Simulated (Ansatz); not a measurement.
## NbGe2As4 monolayer in a perpendicular field

Aim: how the NbGe2As4 monolayer screens a field along its normal, and what the field does to its bands. A positive field points along +c.

Main program and level: Ansatz 0.2.0; plane-wave DFT, PBE-D3(BJ), Ansatz PAW.

**1. Set-up**

The cell holds 7 atoms: 4 As, 2 Ge and 1 Nb. Cell: a = 3.730 Å, b = 3.730 Å, c = 49.841 Å, α = 90.0°, β = 90.0°, γ = 120.0°. Vacuum lies along c.

**2. Relaxing the slab**

The starting cell is a guess, so the in-plane lattice and the atoms are relaxed first, with the slab cut off from its images along the normal.

input.yaml reads:

```yaml
crystal:
  lattice:
    - [3.73, 0.0, 0.0]
    - [-1.865, 3.2302747561, 0.0]
    - [0.0, 0.0, 49.8408518747]
  atoms:
    - { symbol: As, position: [0.0, 0.0, 0.4052900229] }
    - { symbol: Ge, position: [0.3333333333, 0.6666666667, 0.4226051092] }
    - { symbol: As, position: [0.3333333333, 0.6666666667, 0.4691532703] }
    - { symbol: Nb, position: [0.0, 0.0, 0.5], spin: 1.0 }
    - { symbol: As, position: [0.3333333333, 0.6666666667, 0.5308467297] }
    - { symbol: Ge, position: [0.3333333333, 0.6666666667, 0.5773948908] }
    - { symbol: As, position: [0.0, 0.0, 0.5947099771] }
  periodic: [true, true, false]
magnetization:
  spin_polarized: true
kpoints:
  mp_grid: { grid: [12, 12, 1] }
hamiltonian:
  xc: pbe
  dispersion: d3bj
scf:
  occupations: { method: fermi_dirac, width: 0.05 }
  convergence: { dr2_threshold: 1.0e-09 }
relax:
  f_tol: 0.004
  max_steps: 90
  cell: {}
output:
  write_potential: true
  write_density: true
  volumetric_format: npy
```

On the command line:

```
> ansatz run input.yaml --threads 4 --pin off --max-ram 6144MiB --backend cpu --events-out ev --progress --plain --runs-dir out
```

Numbers of over 12 decimals in the logs are rounded to 6 here.

Log:

```text
Warning: relax.cell: scf.convergence.dr2_threshold = 1e-9 eV is looser than the 1.85211290277e-10 eV advised for a relaxation that steers and ends on the stress (1e-10 eV for each atom of the cell: 7, times the square of relax.cell.stress_2d_tol = 0.05 N/m over 19.4 Å (the atoms' height at the walk's start and 5 Å past either face), 2.572e-2 GPa, over a crystal's default 0.05). What an SCF threshold leaves in a stress goes as its square root, and in the free energy as the threshold itself, and one threshold admits the most on a small cell: [figures from the program's tests cut] Set scf.convergence.dr2_threshold to 1.85211290277e-10 eV or tighter. [rest of the remark cut]
Engine: ansatz 0.2.0, x86_64-unknown-linux-gnu
Pseudopotentials: kind: paw
Pseudopotential: As, paw, valence charge 15, recommended cutoff 420 eV (normal), As.paw.azcp
Pseudopotential: Ge, paw, valence charge 14, recommended cutoff 420 eV (normal), Ge.paw.azcp
Pseudopotential: Nb, paw, valence charge 13, recommended cutoff 420 eV (normal), Nb.paw.azcp
Functional definition: PBE
  parameter kappa = 0.804
  parameter beta = 0.066725
  exchange = pbe_x(kappa = kappa, mu = beta*pi^2/3)
  correlation = pbe_c(beta = beta)
Crystal: 7 atoms, lattice volume = 600.529 Å³
Basis set: ecut = 420 eV, 11795 PW (Γ), exchange–correlation on 50×50×720 points (8 copies of the dense FFT grid, shifted against one another)
Bands: 62, of which v1, the nominal top of the filled ones, is band 51 counted from 1 (50 counted from 0)
Symmetry: 12 space group operations
Space group: P-6m2 (ITA 187), of the structure as read, at distance tolerance 8.4e-5 Å
Magnetic group: BNS 187.209 (UNI 1439), of the structure as read, at distance tolerance 8.4e-5 Å
k-points: 19 of 144 (time reversal used)
Non-local potential: As, projectors of the file, l = 0: 2, l = 1: 2, l = 2: 3, l = 3: 1
Non-local potential: Ge, projectors of the file, l = 0: 2, l = 1: 2, l = 2: 3, l = 3: 1
Non-local potential: Nb, projectors of the file, l = 0: 3, l = 1: 2, l = 2: 2, l = 3: 1
PAW form: soft (Blöchl's): semilocal exchange-correlation on the pseudo side does not see the compensation charge
PAW one-centre angular grid: As, 590 points (default); XC on 64 Gauss nodes
PAW one-centre angular grid: Ge, 590 points (default); XC on 64 Gauss nodes
PAW one-centre angular grid: Nb, 590 points (default); XC on 64 Gauss nodes
Initial density: superposition of atomic densities (neutral atoms: chi_scale 0, normalization atom)
Starting moments: Σ|m| = 1 μB on 1 of 7 sites
Initial wavefunctions: pseudopotential atomic-orbital guess
Functional: x = pbe(κ = 0.804, μ = 0.219515), c = pbe(β = 0.066725)
SCF iter   1: F=—  HF=-32569.919450 eV  |F-HF|=—  |Δ(HF+E_count)|=         —  Δρ=1.24e-2 (↑1.24e-2 ↓1.11e-2)  dr2=5.07e0  dr2_m=2.76e-2  M=0.622 μB ∫|m|=0.802 μB  β_m=0.30  ethr=3.10e-3  ⟨swp⟩=12.7  Hψ=12290  notcnv=0  defer=15
Mixer restart at iter 1: flushing history
preconditioner: auto → LDOS  [metal: Δε(μ)=0.037 eV  Ē_g=9.083 eV  σ=0.050 eV  W_gap=0.18  n_scr=86 (ndim 8)  ℏωp=8.7 eV  f_vac=0.732  D(μ)=1.89/eV (n_scr^D=10)]
spin=Collinear: LDOS preconditioning applied to the charge; magnetization (m = ρ↑ − ρ↓) channel mixes plain (no charge-response kernel on spin).
SCF iter   2: F=—  HF=-32569.185185 eV  |F-HF|=—  |Δ(HF+E_count)|=   7.34e-1  Δρ=7.90e-3 (↑7.90e-3 ↓7.16e-3)  dr2=1.56e0  dr2_m=1.44e-2  M=0.602 μB ∫|m|=0.775 μB  β_m=0.50  ethr=3.10e-3  ⟨swp⟩=3.0  Hψ=3594  notcnv=0  defer=146
SCF iter   3: F=—  HF=-32569.031992 eV  |F-HF|=—  |Δ(HF+E_count)|=   1.53e-1  Δρ=2.18e-3 (↑2.17e-3 ↓2.18e-3)  dr2=5.79e-2  dr2_m=2.38e-3  M=0.560 μB ∫|m|=0.703 μB  β_m=0.64  ethr=1.54e-3  ⟨swp⟩=3.3  Hψ=5008  notcnv=0  defer=146
SCF iter   4: F=—  HF=-32569.064007 eV  |F-HF|=—  |Δ(HF+E_count)|=         —  Δρ=1.25e-3 (↑1.25e-3 ↓9.56e-4)  dr2=9.86e-3  dr2_m=5.80e-3  M=0.418 μB ∫|m|=0.514 μB  β_m=0.64  ethr=5.74e-5  ⟨swp⟩=3.1  Hψ=5076  notcnv=0  defer=151
SCF iter   5: F=—  HF=-32569.064340 eV  |F-HF|=—  |Δ(HF+E_count)|=   3.34e-4  Δρ=6.68e-4 (↑6.68e-4 ↓6.59e-4)  dr2=1.61e-3  dr2_m=2.32e-3  M=0.367 μB ∫|m|=0.446 μB  β_m=0.78  ethr=9.76e-6  ⟨swp⟩=3.2  Hψ=4361  notcnv=0  defer=151
SCF iter   6: F=—  HF=-32569.065689 eV  |F-HF|=—  |Δ(HF+E_count)|=   1.35e-3  Δρ=4.89e-4 (↑4.79e-4 ↓4.89e-4)  dr2=1.34e-3  dr2_m=1.23e-3  M=0.310 μB ∫|m|=0.373 μB  β_m=0.89  ethr=1.59e-6  ⟨swp⟩=3.4  Hψ=5189  notcnv=0  defer=151
SCF iter   7: F=—  HF=-32569.067523 eV  |F-HF|=—  |Δ(HF+E_count)|=   1.83e-3  Δρ=3.09e-4 (↑3.06e-4 ↓3.09e-4)  dr2=5.97e-5  dr2_m=5.04e-4  M=0.193 μB ∫|m|=0.231 μB  β_m=0.94  ethr=1.32e-6  ⟨swp⟩=2.7  Hψ=4678  notcnv=0  defer=151
SCF iter   8: F=—  HF=-32569.068902 eV  |F-HF|=—  |Δ(HF+E_count)|=   1.38e-3  Δρ=1.55e-4 (↑1.53e-4 ↓1.55e-4)  dr2=9.11e-5  dr2_m=1.11e-4  M=0.081 μB ∫|m|=0.097 μB  β_m=0.86  ethr=5.91e-8  ⟨swp⟩=4.8  Hψ=6949  notcnv=0  defer=151
SCF iter   9: F=—  HF=-32569.069179 eV  |F-HF|=—  |Δ(HF+E_count)|=   2.77e-4  Δρ=8.06e-5 (↑7.27e-5 ↓8.06e-5)  dr2=2.90e-5  dr2_m=2.85e-5  M=-0.021 μB ∫|m|=0.028 μB  β_m=0.85  ethr=5.91e-8  ⟨swp⟩=4.0  Hψ=6761  notcnv=0  defer=151
SCF iter  10: F=—  HF=-32569.069201 eV  |F-HF|=—  |Δ(HF+E_count)|=   2.25e-5  Δρ=1.65e-5 (↑1.65e-5 ↓1.20e-5)  dr2=3.17e-6  dr2_m=8.39e-7  M=0.006 μB ∫|m|=0.006 μB  β_m=0.82  ethr=2.88e-8  ⟨swp⟩=3.5  Hψ=5154  notcnv=0  defer=151
SCF iter  11: F=—  HF=-32569.069203 eV  |F-HF|=—  |Δ(HF+E_count)|=   1.42e-6  Δρ=9.62e-6 (↑9.62e-6 ↓8.91e-6)  dr2=1.53e-7  dr2_m=4.48e-7  M=0.005 μB ∫|m|=0.005 μB  β_m=0.75  ethr=3.14e-9  ⟨swp⟩=3.1  Hψ=4561  notcnv=0  defer=151
SCF iter  12: F=—  HF=-32569.069204 eV  |F-HF|=—  |Δ(HF+E_count)|=   1.25e-6  Δρ=1.33e-6 (↑1.33e-6 ↓1.30e-6)  dr2=8.26e-9  dr2_m=7.24e-9  M=0.000 μB ∫|m|=0.000 μB  β_m=0.78  ethr=1.52e-10  ⟨swp⟩=4.5  Hψ=6719  notcnv=0  defer=151
SCF iter  13: F=—  HF=-32569.069204 eV  |F-HF|=—  |Δ(HF+E_count)|=   5.59e-8  Δρ=4.16e-7 (↑4.16e-7 ↓4.11e-7)  dr2=9.19e-10  dr2_m=7.19e-10  M=-0.000 μB ∫|m|=0.000 μB  β_m=0.82  ethr=8.18e-12  ⟨swp⟩=3.6  Hψ=5135  notcnv=0  defer=151
SCF iter  14: F=-32569.069204 eV  HF=-32569.069204 eV  |F-HF|=1.27e-9  |Δ(HF+E_count)|=   7.35e-9  Δρ=1.03e-7 (↑8.67e-8 ↓1.03e-7)  dr2=8.60e-11  dr2_m=2.66e-11  M=0.000 μB ∫|m|=0.000 μB  ethr=1.00e-12  ⟨swp⟩=8.0  Hψ=15833  notcnv=0
[...]
relax step   5: F+E_penalty+E_count = -32570.04901218 eV  Δ(F+E_penalty+E_count) = -5.228e-4 eV  max|allowed force component| = 2.217e-2 eV/Å  Δτ_max = 0.0053 Å  P = +0.013 N/m  Ω = 593.244 Å³  energy of the carried Pulay correction = +3.218e-4 eV  fix = [c, alpha, beta]  reactions: c +0.000 N/m  (9 SCF iters, accepted)
[...]
relax step   6: F+E_penalty+E_count = -32570.04899868 eV  Δ(F+E_penalty+E_count) = +1.350e-5 eV  max|allowed force component| = 1.344e-2 eV/Å  Δτ_max = 0.0028 Å  P = -0.081 N/m  Ω = 593.658 Å³  energy of the carried Pulay correction = +3.034e-4 eV  fix = [c, alpha, beta]  reactions: c -0.000 N/m  (9 SCF iters, accepted)
[...]
relax step   7: F+E_penalty+E_count = -32570.04904802 eV  Δ(F+E_penalty+E_count) = -4.934e-5 eV  max|allowed force component| = 2.580e-4 eV/Å  Δτ_max = 0.0013 Å  P = -0.003 N/m  Ω = 593.262 Å³  energy of the carried Pulay correction = +3.210e-4 eV  fix = [c, alpha, beta]  reactions: c -0.000 N/m  (7 SCF iters, accepted)
Initial wavefunctions: pseudopotential atomic-orbital guess (no wavefunctions were taken with the density)
iter 1 solved again at ethr=6.75e-7 eV; its pass at ethr=3.10e-3 eV (dr2=6.82e-4 eV) is discarded
SCF iter   1: F=—  HF=-32570.048729 eV  |F-HF|=—  |Δ(HF+E_count)|=         —  Δρ=2.98e-6 (↑2.96e-6 ↓2.98e-6)  dr2=5.38e-8  dr2_m=2.47e-10  M=0.000 μB ∫|m|=0.000 μB  β_m=0.65  ethr=6.75e-7  ⟨swp⟩=6.7  Hψ=20520  notcnv=0
eigensolver tolerance schedule: the retry pair's looser diagonalisation over-reported the residual by 12681.20 of it (diagonalisation noise at an unbounded share of the residual, at the tolerance the schedule requests for it); recorded, not acted on — ethr = c·dr2/N_el stays at c = 1.0e-1
preconditioner: auto → LDOS  [metal: Δε(μ)=0.065 eV  Ē_g=8.455 eV  σ=0.050 eV  W_gap=0.31  n_scr=26 (ndim 8)  ℏωp=8.8 eV  f_vac=0.723  D(μ)=2.77/eV (n_scr^D=14)]
spin=Collinear: LDOS preconditioning applied to the charge; magnetization (m = ρ↑ − ρ↓) channel mixes plain (no charge-response kernel on spin).
SCF iter   2: F=—  HF=-32570.048763 eV  |F-HF|=—  |Δ(HF+E_count)|=   3.48e-5  Δρ=1.74e-6 (↑1.73e-6 ↓1.74e-6)  dr2=4.33e-8  dr2_m=1.91e-10  M=0.000 μB ∫|m|=0.000 μB  β_m=0.43  ethr=5.32e-11  ⟨swp⟩=5.8  Hψ=8631  notcnv=0
SCF iter   3: F=—  HF=-32570.048763 eV  |F-HF|=—  |Δ(HF+E_count)|=   1.48e-8  Δρ=9.82e-7 (↑9.82e-7 ↓9.80e-7)  dr2=7.44e-9  dr2_m=1.72e-10  M=0.000 μB ∫|m|=0.000 μB  β_m=0.64  ethr=4.29e-11  ⟨swp⟩=2.0  Hψ=4247  notcnv=0
SCF iter   4: F=—  HF=-32570.048763 eV  |F-HF|=—  |Δ(HF+E_count)|=   5.43e-9  Δρ=1.99e-7 (↑1.99e-7 ↓1.92e-7)  dr2=1.61e-9  dr2_m=3.69e-11  M=0.000 μB ∫|m|=0.000 μB  β_m=0.59  ethr=7.37e-12  ⟨swp⟩=3.0  Hψ=4640  notcnv=0
SCF iter   5: F=-32570.048763 eV  HF=-32570.048763 eV  |F-HF|=1.44e-9  |Δ(HF+E_count)|=   1.07e-9  Δρ=1.10e-7 (↑1.03e-7 ↓1.10e-7)  dr2=2.57e-10  dr2_m=2.88e-11  M=0.000 μB ∫|m|=0.000 μB  ethr=1.00e-12  ⟨swp⟩=16.0  Hψ=16818  notcnv=0
the starting moments were not kept: the SCF closed with an absolute magnetisation of 9.9e-5 μB, where they sum to 1 μB in size (1 site). That is at most 0.1 of that sum.
SCF 8 converged in 5 iterations: F = -32570.048763 eV  dr2 = 2.57e-10
relax step   8: F+E_penalty+E_count = -32570.04876339 eV  Δ(F+E_penalty+E_count) = +2.846e-4 eV  max|allowed force component| = 2.792e-4 eV/Å  Δτ_max = 0.0000 Å  P = -0.006 N/m  Ω = 593.262 Å³  fix = [c, alpha, beta]  reactions: c -0.000 N/m  stress off target by 5.94e-3 N/m on what of the cell is left free  SCF on the basis re-selected at this cell (its energy is not comparable with the rows above)  (5 SCF iters)
basis re-selected at this cell: Δ(F+E_penalty+E_count) = +2.846e-4 eV, ΔP = -0.003 N/m vs the last step (what re-selecting the basis moved, of the pressure what is left beyond the Pulay correction that the steps carried, after the strain that the cell walked since its last selection, with what the two solves' SCF thresholds leave and, on support functions, any second-order correction that the steps lacked; it is no m [...]
SCF converged after 5 iterations
Magnetization: 0.0001 μB (50.5000 up, 50.5000 down)
Absolute magnetization: 0.0001 μB (∫|ρ↑−ρ↓|, with the PAW one-centre terms)
Spin contamination: 0.0000 ħ² per cell (⟨S²⟩ above its minimum at these occupations)
Per-site moments (μB) at R_I (Å): [(5.777744947380519e-7, 1.004087), (1.1444966777156418e-6, 1.003225), (-1.8474541015889746e-6, 1.003225), (5.0899087505423306e-5, 1.079058), (-1.8474541013833505e-6, 1.003225), (1.144496677404098e-6, 1.003225), (5.77774495208904e-7, 1.004087)]
Free energy (F): -32570.048763 eV
Harris-Foulkes:  -32570.048763 eV  (|F-HF|=1.44e-9)
Internal energy: -32570.025766 eV  (E = F + TS)
E sigma→0 (E₀):  -32570.037265 eV
Entropy (-TS):   -0.022997 eV (-3.285 meV/atom)
Fermi energy:    -5.009053 eV
--- Per-component energies (eV) ---
  E_band       = -2853.041265
  E_kinetic    = 1028.845950
  E_local      = -658461.228634  (includes V_loc(G=0)·N_el)
  E_nonlocal   = -1725.054682
  E_hartree    = 328383.819829
  E_xc         = -643.197678
  E_vxc        = -658.654171  (∫ρ·V_xc dr)
  E_paw        = -14453.786123  (= ΣΔE_a)
  E_vpaw       = 195.402799  (= ΣTr[D̂ρ^β])
  E_aug_tail   = 0.000579  (compensation charges beyond the density's cutoff)
  E_ewald      = 313302.986619
  E_disp       = -2.411627  (pairwise vdW)
  E_smearing   = -0.022997  (= −TS)
  E_closure    = -0.000000  (closes the sum)
  Σ components = -32570.048763   (vs F -32570.048763, Δ=0.00e0)
--- Forces (eV/Å), atoms counted from 1 ---
  atom   1  As     0.00000000     0.00000000    -0.00027917
  atom   2  Ge     0.00000000     0.00000000     0.00024330
  atom   3  As    -0.00000000    -0.00000000    -0.00007286
  atom   4  Nb    -0.00000000    -0.00000000     0.00000000
  atom   5  As    -0.00000000    -0.00000000     0.00007286
  atom   6  Ge     0.00000000    -0.00000000    -0.00024330
  atom   7  As     0.00000000     0.00000000     0.00027917
  max |Σ_I F_I| component: 1.47e-16 eV/Å
--- 2D stress c σ (N/m, compression-positive) ---
       -0.005938      -0.000000      -0.000000
        0.000000      -0.005938      -0.000000
       -0.000000      -0.000000      -0.000000
  P = ½ c Tr σ = -0.0059 N/m
--- Band table (eV; the first three rows and the last of 38) ---
  k-point 0 ↑: bands = [... 47 lower, -5.2628, -5.1456, -5.1456, -4.6112, -3.1281, -3.0036, -1.9605, -1.9605, ... 7 higher]
  k-point 1 ↑: bands = [... 47 lower, -5.4466, -5.4180, -5.3074, -4.5712, -2.5796, -2.5767, -2.0756, -1.9036, ... 7 higher]
  k-point 2 ↑: bands = [... 47 lower, -5.8397, -5.6665, -5.6009, -4.7157, -2.8076, -2.7744, -2.0620, -1.7931, ... 7 higher]
  k-point 18 ↓: bands = [... 47 lower, -7.2461, -6.4147, -5.6651, -4.3934, -3.8744, -3.6368, -2.8231, -2.7241, ... 7 higher]
  the weakly bound empty levels are not read free of the cell's end (no_gap_told)
--- Relaxed structure (7 steps of the walk, 7 accepted, 1 SCFs on fresh bases) ---
  F+E_penalty+E_count = -32570.04876339 eV   max|allowed force component| = 2.792e-4 eV/Å   (the final SCF, on the basis selected at the relaxed cell)
  cell:  # Å, volume = 593.2622 Å³
    - [3.707365, -2.51304171403859e-18, 0]
    - [-1.853682, 3.210672, 0]
    - [0, 0, 49.8408518747]
  atoms:
    - { symbol: As, position: [1.0573552618554987e-17, -5.135725556199064e-17, 0.397775] }
    - { symbol: Ge, position: [0.333333, 0.666667, 0.421031] }
    - { symbol: As, position: [0.333333, 0.666667, 0.469828] }
    - { symbol: Nb, position: [1.0573552618554987e-17, -5.135725556199064e-17, 0.500000] }
    - { symbol: As, position: [0.333333, 0.666667, 0.530172] }
    - { symbol: Ge, position: [0.333333, 0.666667, 0.578969] }
    - { symbol: As, position: [1.0573552618554987e-17, -5.135725556199064e-17, 0.602225] }
```

Wall time 3.6 min (4 threads of Intel Xeon Platinum 8559C (Emerald Rapids), shared host); peak memory 1.9 GiB; 14 min of CPU time.

Relaxation path:

| step | energy less that of the first step (eV) | largest force component (eV/Å) | volume (Å³) |
| --- | --- | --- | --- |
| 1 | 0.0000 | 2.7824 | 600.53 |
| 2 | -0.8460 | 0.5239 | 595.94 |
| 3 | -0.9737 | 0.2314 | 588.08 |
| 4 | -0.9793 | 0.0769 | 591.94 |
| 5 | -0.9798 | 0.0222 | 593.24 |
| 6 | -0.9798 | 0.0134 | 593.66 |
| 7 | -0.9798 | 0.0003 | 593.26 |
| 8* | -0.9796 | 0.0003 | 593.26 |

Relaxation steps marked * repeat the geometry before them on a plane-wave basis chosen anew for their cell, so energy and pressure can jump there.

The run keeps the 12 symmetry operations that it works with, so distortions that break them were not tested.

| cell as run | before | after | change |
| --- | --- | --- | --- |
| a (Å) | 3.730 | 3.707 | -0.6 % |
| b (Å) | 3.730 | 3.707 | -0.6 % |

The atoms that moved most (Å, along periodic axes as changes of fractional coordinates times the final cell, across vacuum about the mean position):

| atom | dx | dy | dz | length |
| --- | --- | --- | --- | --- |
| As7 | 0.000 | 0.000 | 0.375 | 0.375 |
| As1 | 0.000 | 0.000 | -0.375 | 0.375 |
| Ge2 | 0.000 | 0.000 | -0.078 | 0.078 |
| Ge6 | 0.000 | 0.000 | 0.078 | 0.078 |
| As3 | 0.000 | 0.000 | 0.034 | 0.034 |
| As5 | 0.000 | 0.000 | -0.034 | 0.034 |

This step gave:

| Quantity | Value |
| --- | --- |
| energy at zero smearing | -32570.0373 eV |

The lattice constant a goes from 3.730 to 3.707 Å.

[end of part 1 of 2]

[Logs are printed without paths, hosts, clocks, repeated set-up lines and the standing remarks that a program may print on its own settings, such as how far it seeks lower states.]

[Hosts, paths, dates, database ids (printed as entryN), source tags and the programs' standing remarks are cut or masked in the printed files.]

[Maps of the electrostatic potential energy from Ansatz leave out the sawtooth potential of an applied field or a dipole correction, so their vacuum need not be flat; planar profiles and work functions include it.]
